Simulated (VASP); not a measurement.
# GaAs (F-43m) in VASP: notebook

Runs on GaAs. Level: LDA. Tasks: band structure, Born charges and dielectric tensor.

Program: VASP 6.6.1. These are calculated values, not measurements. Logs are shortened: lines on timing, memory, paths and dates and some standing lists are left out, and cuts for length are marked.

**What was measured.**

“Evidence of valence band perturbations in GaAsN/GaAs(001): A combined variable-angle spectroscopic ellipsometry and modulated photoreflectance investigation”, 2008, arxiv:0805.2212 reports, for a bulk crystal of GaAs at 300 K: band gap 1.412 ± 0.01 eV (direct); band gap 1.418 ± 0.005 eV (direct).

From a printed reference work, textbook, for a bulk crystal of GaAs at 300 K: high-frequency dielectric constant 10.89.

The runs below are set against these values where they give the same quantity.

### 1 Starting point

It takes space group F-43m (No. 216, cubic). The conventional cell has a = 5.607 Å, b = 5.607 Å, c = 5.607 Å, α = 90.00°, β = 90.00°, γ = 90.00°. Ga (site symmetry -43m) is surrounded by 4 As at 2.43 Å. As (site symmetry -43m) has 4 Ga at 2.43 Å as nearest neighbours.

### 2 Band structure, LDA

POSCAR reads:

```
GaAs                                    
1.0
    0.0000000000      2.8033895065      2.8033895065
    2.8033895065      0.0000000000      2.8033895065
    2.8033895065      2.8033895065     -0.0000000000
  Ga              As            
     1     1
Direct
     0.0000000000000000    0.0000000000000000    0.0000000000000000
     0.2500000000000000    0.2500000000000000    0.2500000000000000
```

INCAR.step1 reads:

```
ALGO = Normal
EDIFF = 1E-7
ENCUT = 350
GGA = CA
ISIF = 2
ISMEAR = 0
LASPH = T
LCHARG = T
LREAL = F
LWAVE = F
NBANDS = 16
NELM = 80
PREC = Accurate
SIGMA = 0.02
```

KPOINTS.step1 reads:

```
k-points
0
Gamma
  6 6 6
```

INCAR.step2 reads:

```
ALGO = Normal
EDIFF = 1E-7
ENCUT = 350
GGA = CA
ICHARG = 11
ISIF = 2
ISMEAR = 0
LASPH = T
LCHARG = F
LREAL = F
LWAVE = F
NBANDS = 16
NELM = 80
PREC = Accurate
SIGMA = 0.05
```

KPOINTS.step2 reads:

```
path GXWKGLUWLK,UX
20
line-mode
reciprocal
 0.0000000000  0.0000000000  0.0000000000  G
 0.5000000000  0.0000000000  0.5000000000  X

 0.5000000000  0.0000000000  0.5000000000  X
 0.5000000000  0.2500000000  0.7500000000  W

 0.5000000000  0.2500000000  0.7500000000  W
 0.3750000000  0.3750000000  0.7500000000  K

 0.3750000000  0.3750000000  0.7500000000  K
 0.0000000000  0.0000000000  0.0000000000  G

 0.0000000000  0.0000000000  0.0000000000  G
 0.5000000000  0.5000000000  0.5000000000  L

 0.5000000000  0.5000000000  0.5000000000  L
 0.6250000000  0.2500000000  0.6250000000  U

 0.6250000000  0.2500000000  0.6250000000  U
 0.5000000000  0.2500000000  0.7500000000  W

 0.5000000000  0.2500000000  0.7500000000  W
 0.5000000000  0.5000000000  0.5000000000  L

 0.5000000000  0.5000000000  0.5000000000  L
 0.3750000000  0.3750000000  0.7500000000  K

 0.6250000000  0.2500000000  0.6250000000  U
 0.5000000000  0.0000000000  0.5000000000  X
```

Potentials or basis: VASP PAW LDA potentials, release 64 (Ga_d, As).

On the command line:

```sh
$ cat potpaw_LDA.64/Ga_d/POTCAR potpaw_LDA.64/As/POTCAR > POTCAR
$ cp INCAR.step1 INCAR
$ cp KPOINTS.step1 KPOINTS
$ mpirun -np 1 vasp_std > vasp.out
$ cp INCAR.step2 INCAR
$ cp KPOINTS.step2 KPOINTS
$ mpirun -np 1 vasp_std > vasp.out
```

OUTCAR:

```text
EDIFF = 1E-7
   ENCUT = 350
   GGA = CA
   ICHARG = 11
   ISIF = 2
   ISMEAR = 0
   LASPH = T
   LREAL = F
   NELM = 80
   PREC = Accurate

 ion  position               nearest neighbor table
   1  0.000  0.000  0.000-   2 2.43   2 2.43   2 2.43   2 2.43
   2  0.250  0.250  0.250-   1 2.43   1 2.43   1 2.43   1 2.43

  LATTYP: Found a face centered cubic cell.
 ALAT       =     5.6067790130

  Lattice vectors:

 A1 = (   0.0000000000,   2.8033895065,   2.8033895065)
 A2 = (   2.8033895065,   0.0000000000,   2.8033895065)
 A3 = (   2.8033895065,   2.8033895065,   0.0000000000)

Analysis of symmetry for initial positions (statically):
=====================================================================
 Subroutine PRICEL returns:
 Original cell was already a primitive cell.

 Routine SETGRP: Setting up the symmetry group for a
 face centered cubic supercell.

 Subroutine GETGRP returns: Found 24 space group operations
 (whereof 24 operations were pure point group operations)
 out of a pool of 48 trial point group operations.

The static configuration has the point symmetry T_d .

Analysis of symmetry for dynamics (positions and initial velocities):
=====================================================================
 Subroutine PRICEL returns:
 Original cell was already a primitive cell.

 Routine SETGRP: Setting up the symmetry group for a
 face centered cubic supercell.

 Subroutine GETGRP returns: Found 24 space group operations
 (whereof 24 operations were pure point group operations)
 out of a pool of 48 trial point group operations.

The dynamic configuration has the point symmetry T_d .

 Subroutine INISYM returns: Found 24 space group operations
 (whereof 24 operations are pure point group operations),
 and found     1 'primitive' translations

----------------------------------------------------------------------------------------

                                     Primitive cell

  volume of cell :      44.0636

  direct lattice vectors                    reciprocal lattice vectors
     0.000000000  2.803389506  2.803389506    -0.178355522  0.178355522  0.178355522
     2.803389506  0.000000000  2.803389506     0.178355522 -0.178355522  0.178355522
     2.803389506  2.803389506  0.000000000     0.178355522  0.178355522 -0.178355522

  length of vectors
     3.964591461  3.964591461  3.964591461     0.308920827  0.308920827  0.308920827

[... 73 lines left out ...]
   NELM   =     80;   NELMIN=  2; NELMDL=  0     # of ELM steps
   EDIFF  = 0.1E-06   stopping-criterion for ELM
   LREAL  =      F    real-space projection
   EDIFFG = 0.1E-05   stopping-criterion for IOM
   NSW    =      0    number of steps for IOM
   IBRION =     -1    ionic relax: 0-MD 1-quasi-New 2-CG
   NFREE  =      0    steps in history (QN), initial steepest desc. (CG)
   ISIF   =      2    stress and relaxation
   ISYM   =      2    0-nonsym 1-usesym 2-fastsym
   POTIM  = 0.5000    time-step for ionic-motion
   TEBEG  =    0.0;   TEEND  =   0.0 temperature during run
   PSTRESS=    0.0 pullay stress
   NELECT =      18.0000    total number of electrons
   NUPDOWN=      -1.0000    fix difference up-down
   EMIN   =  10.00;   EMAX   =-10.00  energy-range for DOS
   EFERMI =   0.00;   METHOD = LEGACY
   ISMEAR =     0;   SIGMA  =   0.05  broadening in eV -4-tet -1-fermi 0-gaus
   EFERMI_NEDOS =   21; number of points for ismear=-14 and -15
   IALGO  =     38    algorithm
   IMIX   =      4    mixing-type and parameters
     AMIX     =   0.40;   BMIX     =  1.00
     AMIX_MAG =   1.60;   BMIX_MAG =  1.00
  volume/ion in A,a.u.               =      22.03       148.68
  Fermi-wavevector in a.u.,A,eV,Ry     =   1.214709  2.295467 20.075638  1.475518
  Thomas-Fermi vector in A             =   2.350120
   LORBIT       =      0    0 simple, 1 ext, 2 COOP (PROOUT), +10 PAW based schemes
   GGA     = CA    functional components
   LHFCALC =     F    Hartree Fock is set to
   AEXX    =    0.0000 exact exchange contribution
   IVDW    =     0    specifies the selected vdW correction
   LEPSILON=     F    determine dielectric tensor
   LRPA    =     F    only Hartree local field effects (RPA)
 non-spin polarized calculation
 Gauss-broadening in eV      SIGMA  =   0.05
  energy-cutoff  :      350.00
  volume of cell :       44.06
 maximum number of plane-waves:       670

 number of electron      18.0000026 magnetization

 Free energy of the ion-electron system (eV)
  ---------------------------------------------------
  ext. energy  EPLUGINS =         0.00000000
  ---------------------------------------------------
  free energy    TOTEN  =        -9.81744428 eV

  energy without entropy =       -9.81744428  energy(sigma->0) =       -9.81744428

 E-fermi :   4.2684     XC(G=0): -10.0205

 val. band max:        4.0512590378   @ k =   0.0000   0.0000   0.0000
 cond. band min:       4.5687870946   @ k =   0.0000   0.0000   0.0000
 fundamental gap:      0.5175280568
 Fermi energy:         4.2684240410

 k-point     1 :       0.0000    0.0000    0.0000
  band No.  band energies     occupation
      1     -10.9268      2.00000
      2     -10.9268      2.00000
      3     -10.9268      2.00000
      4     -10.8410      2.00000
      5     -10.8410      2.00000
      6      -8.8957      2.00000
[... 433 lines left out ...]
      3     -10.8750      2.00000
      4     -10.8679      2.00000
      5     -10.8277      2.00000
      6      -6.2728      2.00000
[... 8 lines left out ...]
     15      16.8572      0.00000
     16      17.5006      0.00000

 [... further k-points ...]

------------------------ aborting loop because EDIFF is reached ----------------------------------------

  FORCE on cell =-STRESS in cart. coord.  units (eV):
  Direction    XX          YY          ZZ          XY          YZ          ZX
  --------------------------------------------------------------------------------------
  -------------------------------------------------------------------------------------
  Total       -0.8183465     -0.8183465     -0.8183465      0.0000000      0.0000000      0.0000000
  in kB      -29.7555166    -29.7555166    -29.7555166      0.0000000      0.0000000      0.0000000
  external PRESSURE =     -29.7555166 kB  Pullay stress =       0.0000000 kB

 VOLUME and BASIS-vectors are now :
 -----------------------------------------------------------------------------
  energy-cutoff  :      350.00
  volume of cell :       44.06
      direct lattice vectors                 reciprocal lattice vectors
     0.000000000  2.803389506  2.803389506    -0.178355522  0.178355522  0.178355522
     2.803389506  0.000000000  2.803389506     0.178355522 -0.178355522  0.178355522
     2.803389506  2.803389506  0.000000000     0.178355522  0.178355522 -0.178355522

 POSITION                                       TOTAL-FORCE (eV/Angst)
 -----------------------------------------------------------------------------------
      0.00000      0.00000      0.00000         0.000000      0.000000      0.000000
      1.40169      1.40169      1.40169        -0.000000     -0.000000     -0.000000
 -----------------------------------------------------------------------------------
    total drift:                                0.000003      0.000003      0.000002

  FREE ENERGIE OF THE ION-ELECTRON SYSTEM (eV)
  ---------------------------------------------------
  free  energy   TOTEN  =        -9.8174442805 eV

  energy  without entropy=       -9.8174442805  energy(sigma->0) =       -9.81744428
```

OUTCAR.step1:

```text
EDIFF = 1E-7
   ENCUT = 350
   GGA = CA
   ISIF = 2
   ISMEAR = 0
[... 515 lines left out ...]
 -----------------------------------------------------------------------------------
      0.00000      0.00000      0.00000        -0.000000     -0.000000     -0.000000
      1.40169      1.40169      1.40169         0.000000      0.000000      0.000000
 -----------------------------------------------------------------------------------
    total drift:                                0.000003      0.000003      0.000002

  FREE ENERGIE OF THE ION-ELECTRON SYSTEM (eV)
  ---------------------------------------------------
  free  energy   TOTEN  =        -9.6152277044 eV

  energy  without entropy=       -9.6152277044  energy(sigma->0) =       -9.61522770
```

Run time: 58 s. Hardware: 1 thread of Intel Xeon Platinum 8375C at 2.90GHz (Ice Lake), shared host; peak memory 0.19 GiB.

Results:

```yaml
Band_gap_on_the_k_mesh: 0.52 eV, direct
Band_gap_along_the_path: 0.52 eV, direct
```

Levels at the corners of the path, in eV from the valence-band top:
| point | band 7 | band 8 | band 9 | band 10 | band 11 | band 12 |
| --- | --- | --- | --- | --- | --- | --- |
| Γ | 0.00 | 0.00 | 0.00 | 0.52 | 3.67 | 3.67 |
| X | -7.00 | -2.78 | -2.78 | 1.29 | 1.53 | 10.24 |
| X | -7.00 | -2.78 | -2.78 | 1.29 | 1.53 | 10.24 |
| W | -6.80 | -3.69 | -3.50 | 4.64 | 4.66 | 5.38 |
| W | -6.80 | -3.69 | -3.50 | 4.64 | 4.66 | 5.38 |
| K | -6.80 | -4.03 | -2.35 | 1.83 | 4.60 | 7.95 |
| K | -6.80 | -4.03 | -2.35 | 1.83 | 4.60 | 7.95 |
| Γ | 0.00 | 0.00 | 0.00 | 0.52 | 3.67 | 3.67 |
| Γ | 0.00 | 0.00 | 0.00 | 0.52 | 3.67 | 3.67 |
| L | -6.84 | -1.19 | -1.19 | 0.93 | 4.58 | 4.58 |
| L | -6.84 | -1.19 | -1.19 | 0.93 | 4.58 | 4.58 |
| U | -6.80 | -4.03 | -2.35 | 1.83 | 4.60 | 7.95 |
| U | -6.80 | -4.03 | -2.35 | 1.83 | 4.60 | 7.95 |
| W | -6.80 | -3.69 | -3.50 | 4.64 | 4.66 | 5.38 |
| W | -6.80 | -3.69 | -3.50 | 4.64 | 4.66 | 5.38 |
| L | -6.84 | -1.19 | -1.19 | 0.93 | 4.58 | 4.58 |
| L | -6.84 | -1.19 | -1.19 | 0.93 | 4.58 | 4.58 |
| K | -6.80 | -4.03 | -2.35 | 1.83 | 4.60 | 7.95 |
| U | -6.80 | -4.03 | -2.35 | 1.83 | 4.60 | 7.95 |
| X | -7.00 | -2.78 | -2.78 | 1.29 | 1.53 | 10.24 |

Caveat: the cutoff is under 1.25 times the usual one of these potentials, so pressure, stress and relaxed cells hold a basis-set (Pulay) error; the log is that of the step along the path at fixed density, whose energy, stress, charges and moments have no meaning.

### 3 Born charges and dielectric tensor, LDA

INCAR reads:

```
PREC = Accurate
ENCUT = 350
EDIFF = 1E-8
ISMEAR = 0
SIGMA = 0.02
LREAL = False
LASPH = True
NELM = 80
ALGO = Normal
ISIF = 2
LWAVE = False
LCHARG = False
GGA = CA
LEPSILON = True
IBRION = 8
NSW = 1
```

KPOINTS reads:

```
Automatic mesh
0
Gamma
  6 6 6
```

POSCAR is that of step 2.

Potentials or basis: VASP PAW LDA potentials, release 64 (Ga_d, As).

On the command line:

```sh
$ cat potpaw_LDA.64/Ga_d/POTCAR potpaw_LDA.64/As/POTCAR > POTCAR
$ mpirun -np 1 vasp_std > vasp.out
```

OUTCAR:

```text
PREC = Accurate
   ENCUT = 350
   EDIFF = 1E-8
   ISMEAR = 0
   LREAL = False
   LASPH = True
   NELM = 80
   ISIF = 2
   GGA = CA
   LEPSILON = True
   IBRION = 8
   NSW = 1

 ion  position               nearest neighbor table
   1  0.000  0.000  0.000-   2 2.43   2 2.43   2 2.43   2 2.43
   2  0.250  0.250  0.250-   1 2.43   1 2.43   1 2.43   1 2.43

  LATTYP: Found a face centered cubic cell.
 ALAT       =     5.6067790130

  Lattice vectors:

 A1 = (   0.0000000000,   2.8033895065,   2.8033895065)
 A2 = (   2.8033895065,   0.0000000000,   2.8033895065)
 A3 = (   2.8033895065,   2.8033895065,   0.0000000000)

Analysis of symmetry for initial positions (statically):
=====================================================================
 Subroutine PRICEL returns:
 Original cell was already a primitive cell.

 Routine SETGRP: Setting up the symmetry group for a
[... 545 lines left out ...]

 SECOND DERIVATIVES (NOT SYMMETRIZED)
 ------------------------------------
               1X          1Y          1Z          2X          2Y          2Z
  1X    -9.767966    0.000000    0.000000    9.767966    0.000000    0.000000
  1Y     0.000000   -9.767966    0.000000    0.000000    9.767966    0.000000
  1Z     0.000000    0.000000   -9.767966    0.000000    0.000000    9.767966
  2X     9.731822    0.000000    0.000000   -9.731822    0.000000    0.000000
  2Y     0.000000    9.731822    0.000000    0.000000   -9.731822    0.000000
  2Z     0.000000    0.000000    9.731822    0.000000    0.000000   -9.731822

 Eigenvectors and eigenvalues of the dynamical matrix
 ----------------------------------------------------

   1 f  =    8.123147 THz    51.039239 2PiTHz  270.959026 cm-1    33.594622 meV
             X         Y         Z           dx          dy          dz
      0.000000  0.000000  0.000000     0.000000    0.720345    0.000000
      1.401695  1.401695  1.401695     0.000000   -0.693616    0.000000
[... 21 lines left out ...]
   6 f/i=    0.007523 THz     0.047268 2PiTHz    0.250935 cm-1     0.031112 meV
             X         Y         Z           dx          dy          dz
      0.000000  0.000000  0.000000     0.000000    0.000000   -0.693616
      1.401695  1.401695  1.401695     0.000000    0.000000   -0.720345

--------------------------------------------------------------------------------------------------------

 MACROSCOPIC STATIC DIELECTRIC TENSOR IONIC CONTRIBUTION
 ------------------------------------------------------
           2.693559     0.000000    -0.000000
           0.000000     2.693559    -0.000000
          -0.000000    -0.000000     2.693559
 ------------------------------------------------------

 ELASTIC MODULI CONTR FROM IONIC RELAXATION (kBar)
 Direction    XX          YY          ZZ          XY          YZ          ZX
 --------------------------------------------------------------------------------
 XX          -0.0000      0.0000      0.0000      0.0000      0.0000      0.0000
 YY           0.0000     -0.0000      0.0000      0.0000      0.0000     -0.0000
 ZZ           0.0000      0.0000     -0.0000      0.0000      0.0000      0.0000
 XY           0.0000      0.0000      0.0000   -194.8142      0.0000      0.0000
 YZ           0.0000      0.0000      0.0000      0.0000   -194.8142      0.0000
 ZX           0.0000     -0.0000      0.0000      0.0000      0.0000   -194.8142
 --------------------------------------------------------------------------------

 PIEZOELECTRIC TENSOR IONIC CONTR  for field in x, y, z        (C/m^2)
          XX          YY          ZZ          XY          YZ          ZX
  --------------------------------------------------------------------------------
  x    -0.00000     0.00000     0.00000     0.00000     0.68163     0.00000
  y    -0.00000     0.00000    -0.00000     0.00000     0.00000     0.68163
  z     0.00000    -0.00000    -0.00000     0.68163    -0.00000    -0.00000
```

stdout:

```text
POSCAR found type information on POSCAR GaAs
 POSCAR found :  2 types and       2 ions
 scaLAPACK will be used
 LDA part: xc-table for (Slater(with rela. corr.)+CA(PZ))
 , standard interpolation
 POSCAR, INCAR and KPOINTS ok, starting setup
 FFT: planning ... GRIDC
 FFT: planning ... GRID_SOFT
 FFT: planning ... GRID
 WAVECAR not read
 entering main loop
[... 23 lines left out ...]
  Direction:   3
 dielectric tensor                  component  3 :     5.886     3.131    53.512
 Linear response DOF=           2
 Linear response progress:
 first order change of Fermi-energy   0.14532E-03
 force on displaced ion       1 direction 1 :  -9.768   0.000   0.000
 Born effective charge ion    1 direction 1 :   2.013   0.000   0.000
 Linear response progress:
 first order change of Fermi-energy  -0.66671E-07
 force on displaced ion       2 direction 1 :  -9.732  -0.000  -0.000
 Born effective charge ion    2 direction 1 :  -3.058   0.000   0.000
 Born effective charges drift removed
 Linear response finished
```

Run time: 2.4 min. Hardware: 1 thread of Intel Xeon Platinum 8375C at 2.90GHz (Ice Lake), shared host; peak memory 0.16 GiB.

What came out:

* Band gap on the k mesh: 0.52 eV, direct
* Electronic dielectric tensor (diagonal): 53.51
* Born charges (mean of the diagonal): Ga +2.53; As -2.53 e
* Highest phonon frequency at Γ, LO-TO splitting left out: 271 cm⁻¹

Levels at points of the mesh, in eV from the valence-band top:
| k point | band 5 | band 6 | band 7 | band 8 | band 9 | band 10 | band 11 | band 12 | band 13 |
| --- | --- | --- | --- | --- | --- | --- | --- | --- | --- |
| (0.00, 0.00, 0.00) | -14.89 | -12.95 | 0.00 | 0.00 | 0.00 | 0.52 | 3.67 | 3.67 | 3.67 |
| (0.50, 0.00, 0.00) | -14.89 | -11.10 | -6.84 | -1.19 | -1.19 | 0.93 | 4.58 | 4.58 | 7.58 |
| (0.50, 0.50, 0.00) | -14.88 | -10.33 | -7.00 | -2.78 | -2.78 | 1.29 | 1.53 | 10.24 | 10.24 |

Phonon frequencies in cm⁻¹ (negative: imaginary):
```tsv
q point	frequencies
(0.000, 0.000, 0.000)	0 0 0 271 271 271
```

Electronic dielectric tensor:
```
53.51  0.00  0.00
 0.00 53.51  0.00
 0.00  0.00 53.51
```

Born effective charge tensors (e):
atom 1, Ga
```
2.53 0.00 0.00
0.00 2.53 0.00
0.00 0.00 2.53
```
atom 2, As
```
-2.53  0.00  0.00
 0.00 -2.53  0.00
 0.00  0.00 -2.53
```

Caveat: the cutoff is under 1.25 times the usual one of these potentials, so pressure, stress and relaxed cells hold a basis-set (Pulay) error; the gap is small at this level, which inflates the dielectric constant.

### 4 Comparison with measurements

Step 2. Against the measured gap of GaAs, 1.412 eV (direct; 300 K; “Evidence of valence band perturbations in GaAsN/GaAs(001): A combined variable-angle spectroscopic ellipsometry and modulated photoreflectance investigation”, 2008, arxiv:0805.2212), the calculated 0.52 eV is off by -0.89 eV. 3 values of this kind are on record (1.412 to 1.51 eV); this one was drawn at random among those near their median, those with a stated uncertainty first. Spin-orbit coupling on As, Ga is left out. The value is that of LDA, without temperature or zero-point motion. Semilocal functionals fall short of measured gaps as a rule.

Step 3. A measured gap of GaAs is 1.418 eV (direct; 300 K; “Evidence of valence band perturbations in GaAsN/GaAs(001): A combined variable-angle spectroscopic ellipsometry and modulated photoreflectance investigation”, 2008, arxiv:0805.2212); the calculated 0.52 eV misses it by -0.90 eV. 3 values of this kind are on record (1.412 to 1.51 eV); this one was drawn at random among those near their median, those with a stated uncertainty first. Spin-orbit coupling on As, Ga is left out. The value is that of LDA on a finite k mesh, which can miss the band edges, without temperature or zero-point motion. Semilocal functionals fall short of measured gaps as a rule. A measured high-frequency dielectric constant of GaAs is 10.89 (300 K; a printed reference work, textbook); the calculated 53.51 misses it by +391.4 %. So large a miss can be the level of theory's own, or it may mean another phase, state or a wrong row.
